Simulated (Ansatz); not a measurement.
input.yaml

```yaml
crystal:
  lattice:
    - [4.515, 0.0, 0.0]
    - [0.0, 5.497, 0.0]
    - [0.0, 0.0, 4.939]
  atoms:
    - { symbol: Ti, position: [0.0, 0.171, 0.25] }
    - { symbol: Ti, position: [0.5, 0.329, 0.75] }
    - { symbol: Ti, position: [0.0, 0.829, 0.75] }
    - { symbol: Ti, position: [0.5, 0.671, 0.25] }
    - { symbol: O, position: [0.286, 0.376, 0.412] }
    - { symbol: O, position: [0.214, 0.124, 0.912] }
    - { symbol: O, position: [0.786, 0.124, 0.588] }
    - { symbol: O, position: [0.714, 0.376, 0.088] }
    - { symbol: O, position: [0.714, 0.624, 0.588] }
    - { symbol: O, position: [0.786, 0.876, 0.088] }
    - { symbol: O, position: [0.214, 0.876, 0.412] }
    - { symbol: O, position: [0.286, 0.624, 0.912] }
basis:
  ecutwfc: 420
kpoints:
  mp_grid: { grid: [4, 4, 4] }
hamiltonian:
  xc: pbe
scf:
  occupations: { method: gaussian, width: 0.1 }
output:
  forces: true
  stress: true
  eigenvalues: true
relax:
  adjacent_minimum: "off"
  f_tol: 0.05
  max_steps: 80
  cell: { stress_tol: 0.5 }
```

Run as
```bash
ansatz run input.yaml --threads 2 --pin off --max-ram 5120MiB --backend cpu --events-out ev --progress --plain --runs-dir out
```

These are results of DFT PBE, scalar-relativistic, plane waves, PAW (Ansatz 0.2.0), not measurements.

Part of what the program printed, abridged:

```
Pseudopotentials: kind: paw
Pseudopotential: Ti, paw, valence charge 12, recommended cutoff 420 eV (normal)
Pseudopotential: O, paw, valence charge 6, recommended cutoff 420 eV (normal)
Functional definition: PBE
Crystal: 12 atoms, lattice volume = 122.581 Å³
Basis set: ecut = 420 eV, 2417 PW (Γ), exchange–correlation on 64×80×72 points (8 copies of the dense FFT grid, shifted against one another)
Bands: 60, of which v1, the nominal top of the filled ones, is band 48 counted from 1 (47 counted from 0)
Symmetry: 8 space group operations
Space group: Pbcn (ITA 60), of the structure as read, at distance tolerance 5.0e-5 Å
k-points: 27 of 64
Initial density: superposition of atomic densities (neutral atoms: chi_scale 0, normalization atom), corrected by the library's trained network
Initial wavefunctions: pseudopotential atomic-orbital guess
Functional: x = pbe(κ = 0.804, μ = 0.21951497), c = pbe(β = 0.06672455)
SCF iter   1: F=—  HF=-14554.409162 eV  |F-HF|=—  |Δ(HF+E_count)|=         —  Δρ=3.93e-3  dr2=5.95e-3  ethr=1.77e-3  ⟨swp⟩=4.3  Hψ=6017  notcnv=0
SCF iter   2: F=—  HF=-14554.410490 eV  |F-HF|=—  |Δ(HF+E_count)|=   1.33e-3  Δρ=2.11e-3  dr2=1.89e-3  ethr=6.20e-6  ⟨swp⟩=2.9  Hψ=3225  notcnv=0
SCF iter   3: F=—  HF=-14554.411183 eV  |F-HF|=—  |Δ(HF+E_count)|=   6.93e-4  Δρ=1.09e-3  dr2=6.83e-4  ethr=1.97e-6  ⟨swp⟩=2.0  Hψ=2100  notcnv=0
SCF iter   4: F=—  HF=-14554.411390 eV  |F-HF|=—  |Δ(HF+E_count)|=   2.08e-4  Δρ=1.41e-4  dr2=1.32e-5  ethr=7.12e-7  ⟨swp⟩=2.0  Hψ=2089  notcnv=0
SCF iter   5: F=—  HF=-14554.410993 eV  |F-HF|=—  |Δ(HF+E_count)|=   3.97e-4  Δρ=3.76e-5  dr2=1.19e-6  ethr=1.38e-8  ⟨swp⟩=2.1  Hψ=2351  notcnv=0
SCF iter   6: F=—  HF=-14554.410994 eV  |F-HF|=—  |Δ(HF+E_count)|=   6.08e-7  Δρ=9.01e-6  dr2=1.01e-7  ethr=1.24e-9  ⟨swp⟩=2.2  Hψ=2290  notcnv=0
SCF iter   7: F=-14554.410994 eV  HF=-14554.410994 eV  |F-HF|=5.06e-9  |Δ(HF+E_count)|=   6.20e-8  Δρ=2.55e-6  dr2=9.20e-9  ethr=1.04e-10  ⟨swp⟩=8.1  Hψ=5915  notcnv=0
SCF 1 converged in 7 iterations: F = -14554.410994 eV  dr2 = 9.20e-9
relax step   1: F+E_penalty+E_count = -14554.41099412 eV  Δ(F+E_penalty+E_count) = +0.000e0 eV  max|allowed force component| = 6.893e-1 eV/Å  Δτ_max = 0.0000 Å  P = +6.742 GPa  Ω = 122.581 Å³  (7 SCF iters, dr2 threshold 1.00e-7 eV, accepted)
Crystal: 12 atoms, lattice volume = 124.735 Å³
Basis set: ecut = 420 eV, 2453 PW (Γ), exchange–correlation on 64×80×72 points (8 copies of the dense FFT grid, shifted against one another)
Initial density: handed on by an earlier stage of this run
Initial wavefunctions: those handed on with the density
SCF iter   1: F=—  HF=-14554.620841 eV  |F-HF|=—  |Δ(HF+E_count)|=         —  Δρ=6.57e-3  dr2=3.58e-2  ethr=3.74e-5  ⟨swp⟩=1.1  Hψ=7944  notcnv=0
SCF iter   2: F=—  HF=-14554.616418 eV  |F-HF|=—  |Δ(HF+E_count)|=   4.42e-3  Δρ=3.44e-3  dr2=1.30e-2  ethr=3.73e-5  ⟨swp⟩=2.0  Hψ=2264  notcnv=0
SCF iter   3: F=—  HF=-14554.615445 eV  |F-HF|=—  |Δ(HF+E_count)|=   9.74e-4  Δρ=2.05e-3  dr2=4.51e-3  ethr=1.35e-5  ⟨swp⟩=2.0  Hψ=2009  notcnv=0
SCF iter   4: F=—  HF=-14554.614992 eV  |F-HF|=—  |Δ(HF+E_count)|=   4.53e-4  Δρ=4.22e-4  dr2=2.58e-4  ethr=4.70e-6  ⟨swp⟩=2.0  Hψ=2267  notcnv=0
SCF iter   5: F=—  HF=-14554.614730 eV  |F-HF|=—  |Δ(HF+E_count)|=   2.62e-4  Δρ=1.27e-4  dr2=1.96e-5  ethr=2.69e-7  ⟨swp⟩=2.0  Hψ=2282  notcnv=0
SCF iter   6: F=-14554.614746 eV  HF=-14554.614745 eV  |F-HF|=1.03e-6  |Δ(HF+E_count)|=   1.50e-5  Δρ=2.86e-5  dr2=1.06e-6  ethr=1.25e-9  ⟨swp⟩=4.1  Hψ=7366  notcnv=0
SCF 2 converged in 6 iterations: F = -14554.614746 eV  dr2 = 1.06e-6
relax step   2: F+E_penalty+E_count = -14554.61474632 eV  Δ(F+E_penalty+E_count) = -2.038e-1 eV  max|allowed force component| = 2.214e-1 eV/Å  Δτ_max = 0.0580 Å  P = +1.341 GPa  Ω = 124.735 Å³  energy of the carried Pulay correction = -1.015e-2 eV  (6 SCF iters, dr2 threshold 1.20e-6 eV, accepted)
Crystal: 12 atoms, lattice volume = 125.447 Å³
Basis set: ecut = 420 eV, 2457 PW (Γ), exchange–correlation on 64×80×72 points (8 copies of the dense FFT grid, shifted against one another)
SCF iter   1: F=—  HF=-14554.636082 eV  |F-HF|=—  |Δ(HF+E_count)|=         —  Δρ=1.79e-3  dr2=3.07e-3  ethr=3.24e-6  ⟨swp⟩=2.0  Hψ=8780  notcnv=0
SCF iter   2: F=—  HF=-14554.635779 eV  |F-HF|=—  |Δ(HF+E_count)|=   3.03e-4  Δρ=9.92e-4  dr2=1.20e-3  ethr=3.20e-6  ⟨swp⟩=2.0  Hψ=2217  notcnv=0
SCF iter   3: F=—  HF=-14554.635696 eV  |F-HF|=—  |Δ(HF+E_count)|=   8.27e-5  Δρ=5.98e-4  dr2=4.58e-4  ethr=1.25e-6  ⟨swp⟩=2.0  Hψ=2042  notcnv=0
SCF iter   4: F=—  HF=-14554.635347 eV  |F-HF|=—  |Δ(HF+E_count)|=   3.49e-4  Δρ=1.22e-4  dr2=2.13e-5  ethr=4.77e-7  ⟨swp⟩=2.0  Hψ=2268  notcnv=0
SCF iter   5: F=—  HF=-14554.635353 eV  |F-HF|=—  |Δ(HF+E_count)|=   5.67e-6  Δρ=3.84e-5  dr2=1.72e-6  ethr=2.22e-8  ⟨swp⟩=2.6  Hψ=2803  notcnv=0
SCF iter   6: F=-14554.635355 eV  HF=-14554.635354 eV  |F-HF|=1.09e-7  |Δ(HF+E_count)|=   1.56e-6  Δρ=7.91e-6  dr2=7.18e-8  ethr=1.25e-9  ⟨swp⟩=5.0  Hψ=5991  notcnv=0
SCF 3 converged in 6 iterations: F = -14554.635355 eV  dr2 = 7.18e-8
relax step   3: F+E_penalty+E_count = -14554.63535452 eV  Δ(F+E_penalty+E_count) = -2.061e-2 eV  max|allowed force component| = 2.021e-1 eV/Å  Δτ_max = 0.0113 Å  P = -0.208 GPa  Ω = 125.447 Å³  energy of the carried Pulay correction = -1.346e-2 eV  (6 SCF iters, dr2 threshold 1.20e-6 eV, accepted)
Crystal: 12 atoms, lattice volume = 125.437 Å³
SCF iter   1: F=—  HF=-14554.665360 eV  |F-HF|=—  |Δ(HF+E_count)|=         —  Δρ=6.62e-3  dr2=4.04e-2  ethr=4.32e-5  ⟨swp⟩=1.5  Hψ=7275  notcnv=0
SCF iter   2: F=—  HF=-14554.656950 eV  |F-HF|=—  |Δ(HF+E_count)|=   8.41e-3  Δρ=3.66e-3  dr2=1.25e-2  ethr=4.21e-5  ⟨swp⟩=2.2  Hψ=1994  notcnv=0
SCF iter   3: F=—  HF=-14554.654597 eV  |F-HF|=—  |Δ(HF+E_count)|=   2.35e-3  Δρ=2.56e-3  dr2=8.12e-3  ethr=1.30e-5  ⟨swp⟩=2.0  Hψ=2467  notcnv=0
SCF iter   4: F=—  HF=-14554.652968 eV  |F-HF|=—  |Δ(HF+E_count)|=   1.63e-3  Δρ=3.93e-4  dr2=1.49e-4  ethr=8.46e-6  ⟨swp⟩=2.0  Hψ=2139  notcnv=0
SCF iter   5: F=—  HF=-14554.652664 eV  |F-HF|=—  |Δ(HF+E_count)|=   3.04e-4  Δρ=9.24e-5  dr2=9.12e-6  ethr=1.55e-7  ⟨swp⟩=2.4  Hψ=2624  notcnv=0
SCF iter   6: F=-14554.652666 eV  HF=-14554.652665 eV  |F-HF|=2.83e-7  |Δ(HF+E_count)|=   1.37e-6  Δρ=2.46e-5  dr2=7.64e-7  ethr=1.25e-9  ⟨swp⟩=6.2  Hψ=6740  notcnv=0
SCF 4 converged in 6 iterations: F = -14554.652666 eV  dr2 = 7.64e-7
relax step   4: F+E_penalty+E_count = -14554.65266577 eV  Δ(F+E_penalty+E_count) = -1.731e-2 eV  max|allowed force component| = 9.272e-2 eV/Å  Δτ_max = 0.0407 Å  P = +0.633 GPa  Ω = 125.437 Å³  energy of the carried Pulay correction = -1.342e-2 eV  (6 SCF iters, dr2 threshold 1.20e-6 eV, accepted)
Crystal: 12 atoms, lattice volume = 125.626 Å³
SCF iter   1: F=—  HF=-14554.656676 eV  |F-HF|=—  |Δ(HF+E_count)|=         —  Δρ=1.08e-3  dr2=1.36e-3  ethr=1.41e-6  ⟨swp⟩=2.3  Hψ=6707  notcnv=0
SCF iter   2: F=—  HF=-14554.656450 eV  |F-HF|=—  |Δ(HF+E_count)|=   2.26e-4  Δρ=6.41e-4  dr2=4.63e-4  ethr=1.41e-6  ⟨swp⟩=2.4  Hψ=2027  notcnv=0
SCF iter   3: F=—  HF=-14554.656158 eV  |F-HF|=—  |Δ(HF+E_count)|=   2.92e-4  Δρ=5.95e-4  dr2=4.42e-4  ethr=4.83e-7  ⟨swp⟩=2.0  Hψ=2484  notcnv=0
SCF iter   4: F=—  HF=-14554.656083 eV  |F-HF|=—  |Δ(HF+E_count)|=   7.56e-5  Δρ=8.05e-5  dr2=7.50e-6  ethr=4.61e-7  ⟨swp⟩=2.0  Hψ=2109  notcnv=0
SCF iter   5: F=-14554.656085 eV  HF=-14554.656084 eV  |F-HF|=3.19e-7  |Δ(HF+E_count)|=   1.57e-6  Δρ=2.45e-5  dr2=6.54e-7  ethr=1.25e-9  ⟨swp⟩=3.0  Hψ=5824  notcnv=0
SCF 5 converged in 5 iterations: F = -14554.656085 eV  dr2 = 6.54e-7
relax step   5: F+E_penalty+E_count = -14554.65608462 eV  Δ(F+E_penalty+E_count) = -3.419e-3 eV  max|allowed force component| = 8.080e-3 eV/Å  Δτ_max = 0.0093 Å  P = -0.174 GPa  Ω = 125.626 Å³  energy of the carried Pulay correction = -1.430e-2 eV  (5 SCF iters, dr2 threshold 1.20e-6 eV, accepted)
Initial wavefunctions: pseudopotential atomic-orbital guess (no wavefunctions were taken with the density)
SCF iter   1: F=—  HF=-14554.672964 eV  |F-HF|=—  |Δ(HF+E_count)|=         —  Δρ=3.73e-4  dr2=1.67e-5  ethr=3.33e-8  ⟨swp⟩=4.0  Hψ=10392  notcnv=0
SCF iter   2: F=—  HF=-14554.673304 eV  |F-HF|=—  |Δ(HF+E_count)|=   3.40e-4  Δρ=1.88e-4  dr2=7.14e-6  ethr=1.74e-8  ⟨swp⟩=2.0  Hψ=2484  notcnv=0
SCF iter   3: F=—  HF=-14554.673481 eV  |F-HF|=—  |Δ(HF+E_count)|=   1.77e-4  Δρ=8.72e-5  dr2=1.93e-6  ethr=7.43e-9  ⟨swp⟩=2.0  Hψ=2148  notcnv=0
SCF iter   4: F=—  HF=-14554.673518 eV  |F-HF|=—  |Δ(HF+E_count)|=   3.66e-5  Δρ=1.10e-5  dr2=8.22e-8  ethr=2.01e-9  ⟨swp⟩=2.0  Hψ=2291  notcnv=0
SCF iter   5: F=—  HF=-14554.673518 eV  |F-HF|=—  |Δ(HF+E_count)|=   2.22e-7  Δρ=2.63e-6  dr2=1.24e-8  ethr=8.56e-11  ⟨swp⟩=2.0  Hψ=2460  notcnv=0
SCF iter   6: F=-14554.673518 eV  HF=-14554.673518 eV  |F-HF|=3.40e-10  |Δ(HF+E_count)|=   2.07e-8  Δρ=6.15e-7  dr2=4.77e-10  ethr=1.25e-11  ⟨swp⟩=4.5  Hψ=5042  notcnv=0
SCF 6 converged in 6 iterations: F = -14554.673518 eV  dr2 = 4.77e-10
SCF converged after 6 iterations
Free energy (F): -14554.673518 eV
Harris-Foulkes:  -14554.673518 eV  (|F-HF|=3.40e-10)
Internal energy: -14554.673518 eV  (E = F + TS)
E sigma→0 (E₀):  -14554.673518 eV
Fermi energy:    9.978883 eV
--- Per-component energies (eV) ---
  E_band       = -781.039116
  E_kinetic    = 2489.131471
  E_local      = -6054.110142  (includes V_loc(G=0)·N_el)
  E_nonlocal   = 393.830125
  E_hartree    = 2293.911043
  E_xc         = -984.227299
  E_vxc        = -1246.381317  (∫ρ·V_xc dr)
  E_paw        = -5443.744041  (= ΣΔE_a)
  E_vpaw       = -951.351003  (= ΣTr[D̂ρ^β])
  E_aug_tail   = 0.019864  (compensation charges beyond the density's cutoff)
  E_ewald      = -7249.484540
  E_smearing   =  0.000000  (= −TS)
--- Forces (eV/Å), atoms counted from 1 ---
  atom   1  Ti     0.00000000     0.00808744     0.00000000
  atom   2  Ti     0.00000000    -0.00808744     0.00000000
  atom   3  Ti     0.00000000    -0.00808744     0.00000000
  atom   4  Ti     0.00000000     0.00808744     0.00000000
  atom   5  O      0.00565274     0.00750478    -0.00168749
  atom   6  O     -0.00565274    -0.00750478    -0.00168749
  atom   7  O      0.00565274    -0.00750478     0.00168749
  atom   8  O     -0.00565274     0.00750478     0.00168749
  atom   9  O     -0.00565274    -0.00750478     0.00168749
  atom  10  O      0.00565274     0.00750478     0.00168749
  atom  11  O     -0.00565274     0.00750478    -0.00168749
  atom  12  O      0.00565274    -0.00750478    -0.00168749
--- Stress (GPa, compression-positive) ---
        0.202578       0.000000       0.000000
        0.000000       0.108842       0.000000
        0.000000       0.000000      -0.120133
  P = ⅓ Tr σ = 0.0638 GPa (0.638 kbar)
--- Band table (eV; the first three rows and the last of 27) ---
  k-point 0: bands = ["-47.7230", "-47.7025", "-47.6977", "-47.6916", "-24.1477", "-24.0791", "-24.0465", "-23.9907", "-23.9894", "-23.9859", "-23.9659", "-23.9385", "-23.9021", "-23.8822", "-23.8712", "-23.8623", "-9.0338", "-7.8499", "-7.7371", "-7.5541", "-7.5008", "-7.4484", "-7.3086", "-7.2066", "3.7727", "3.9155", "4.3830", "4.4007", "4.8012", "4.8945", "5.0209", "5.3432", "5.6236", "5.6830", "6.2010", "6.2931", "6.3681", "6.4720", "6.5336", "6.9735", "7.1293", "7.1332", "7.7980", "8.0731", "8.1670", "8.2491", "8.6632", "8.6742", "11.3367", "11.3420", "11.4725", "11.5009", "11.5876", "11.9642", "12.2293", "12.3691", "12.4611", "12.6760", "13.0706", "13.3250"]
  k-point 1: bands = ["-47.7184", "-47.7018", "-47.6984", "-47.6962", "-24.1127", "-24.1036", "-24.0644", "-24.0251", "-23.9659", "-23.9512", "-23.9344", "-23.9212", "-23.9099", "-23.9044", "-23.9020", "-23.8713", "-8.8275", "-7.8938", "-7.7725", "-7.6778", "-7.4479", "-7.3850", "-7.3822", "-7.2744", "3.9641", "4.1461", "4.4048", "4.4182", "4.4200", "4.8419", "5.0866", "5.2127", "5.6348", "5.7889", "6.1019", "6.2934", "6.4295", "6.6745", "6.8027", "6.8058", "7.0643", "7.4116", "7.5960", "7.7512", "7.8624", "8.3795", "8.4548", "8.5839", "11.3991", "11.4856", "11.4922", "11.5431", "11.8723", "11.9228", "12.2827", "12.3815", "12.6433", "12.8125", "12.9191", "13.3480"]
  k-point 2: bands = ["-47.7073", "-47.7073", "-47.7001", "-47.7001", "-24.1089", "-24.1089", "-24.0312", "-24.0312", "-23.9600", "-23.9600", "-23.9233", "-23.9233", "-23.9210", "-23.9210", "-23.8908", "-23.8908", "-8.3197", "-8.3197", "-7.7701", "-7.7701", "-7.4237", "-7.4237", "-7.3271", "-7.3271", "3.9272", "3.9272", "4.5582", "4.5582", "4.8626", "4.8626", "5.2431", "5.2431", "5.6082", "5.6082", "6.1949", "6.1949", "6.3111", "6.3111", "6.6720", "6.6720", "7.2604", "7.2604", "7.6129", "7.6129", "8.2832", "8.2832", "8.3810", "8.3810", "11.2860", "11.2860", "11.7093", "11.7093", "12.2678", "12.2678", "12.3563", "12.3563", "12.6251", "12.6251", "13.0894", "13.0894"]
  k-point 26: bands = ["-47.7036", "-47.7036", "-47.7036", "-47.7036", "-24.1033", "-24.1033", "-24.1033", "-24.1033", "-23.9277", "-23.9277", "-23.9277", "-23.9277", "-23.8879", "-23.8879", "-23.8879", "-23.8879", "-7.9842", "-7.9842", "-7.9842", "-7.9842", "-7.4497", "-7.4497", "-7.4497", "-7.4497", "4.3262", "4.3262", "4.3262", "4.3262", "4.8774", "4.8774", "4.8774", "4.8774", "5.9916", "5.9916", "5.9916", "5.9916", "6.9075", "6.9075", "6.9075", "6.9075", "7.4235", "7.4235", "7.4235", "7.4235", "7.8902", "7.8902", "7.8902", "7.8902", "11.6899", "11.6899", "11.6899", "11.6899", "12.1345", "12.1345", "12.1345", "12.1345", "12.5454", "12.5454", "12.5454", "12.5454"]
--- Relaxed structure (5 steps of the walk, 5 accepted, 1 SCFs on fresh bases) ---
  F+E_penalty+E_count = -14554.67351818 eV   max|allowed force component| = 8.087e-3 eV/Å   (the final SCF, on the basis selected at the relaxed cell)
  cell:  # Å, volume = 125.6260 Å³
    - [4.57318564, 0.0, 0.0]
    - [0.0, 5.57298517, 0.0]
    - [0.0, 0.0, 4.92915826]
  atoms:
    - { symbol: Ti, position: [0.0, 0.17674436, 0.25000000] }
    - { symbol: Ti, position: [0.5, 0.32325563, 0.75000000] }
    - { symbol: Ti, position: [0.0, 0.82325563, 0.75000000] }
    - { symbol: Ti, position: [0.5, 0.67674436, 0.25000000] }
    - { symbol: O, position: [0.27101254, 0.38019605, 0.41902596] }
    - { symbol: O, position: [0.22898745, 0.11980394, 0.91902596] }
    - { symbol: O, position: [0.77101254, 0.11980394, 0.58097403] }
    - { symbol: O, position: [0.72898745, 0.38019605, 0.08097403] }
    - { symbol: O, position: [0.72898745, 0.61980394, 0.58097403] }
    - { symbol: O, position: [0.77101254, 0.88019605, 0.08097403] }
    - { symbol: O, position: [0.22898745, 0.88019605, 0.41902596] }
    - { symbol: O, position: [0.27101254, 0.61980394, 0.91902596] }
```

The relaxation met its thresholds.

Time: 96 s on 2 threads of Intel(R) Xeon(R) Processor @ 2.50GHz (Skylake/Cascade Lake) (shared host), peak memory 0.54 GiB.

The k mesh is coarse.